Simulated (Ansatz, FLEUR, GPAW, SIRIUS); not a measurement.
Na2S: 5 runs at one level of theory

```xyz
3
Lattice="0.0000 3.2735 3.2735 3.2735 0.0000 3.2735 3.2735 3.2735 0.0000" Properties=species:S:1:pos:R:3 pbc="T T T"
S     0.0000    0.0000    0.0000
Na    4.9102    4.9102    4.9102
Na    1.6367    1.6367    1.6367
```

Alike in all runs: task equation of state; functional PBEsol; k mesh 7 × 7 × 7; occupations fermi-dirac, width 0.05 eV; no spin polarisation; no spin-orbit coupling.

```tsv
program and potentials	plane-wave cutoff (eV)	notes	equilibrium volume (Å³/atom)	bulk modulus (GPa)
SIRIUS, all-electron FP-LAPW, apw+lo standard	-	-	22.90	29.3
Ansatz, all-electron LAPW, scalar-relativistic	-	-	22.90	29.5
GPAW, PAW data sets generated for this functional	800	-	22.98	29.8
FLEUR, all-electron, FLAPW	-	-	?	?
SIRIUS, PseudoDojo 0.4.1 PBEsol standard (scalar relativistic)	1202	-	22.94	29.6
```

Estimate from the other rows what the run with FLEUR, all-electron, FLAPW gave.

Equilibrium volume 22.91 Å³/atom; bulk modulus 29.5 GPa. The other rows, which needn't bracket it: equilibrium volume 22.90 to 22.98; bulk modulus 29.3 to 29.8.
